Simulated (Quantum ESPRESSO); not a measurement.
**MgS (Niningerite): phonons at points of the zone under several settings**

```
S Mg
1.0
     0.00000    2.60165    2.60165
     2.60165    0.00000    2.60165
     2.60165    2.60165    0.00000
S Mg
1 1
Cartesian
  2.6016 2.6016 2.6016
  0.0000 0.0000 0.0000
```

All runs used Quantum ESPRESSO 7.5; potentials PseudoDojo 0.4.1 SR LDA standard; k mesh 6 × 6 × 6, shifted; relaxed cell; no spin polarisation; cutoff 1143 eV; occupations smeared at first, fixed for the response.

```csv
level,point,frequencies (cm⁻¹)
LDA,"Γ (0.000, 0.000, 0.000)",?
LDA,"L (0.500, 0.500, 0.500)",185 185 210 210 299 368
LDA,"K (0.375, 0.375, 0.750)",155 180 213 255 295 305
```

Question: What stands in the row left open?

Answer: Frequencies 0 0 0 252 252 252 cm⁻¹.
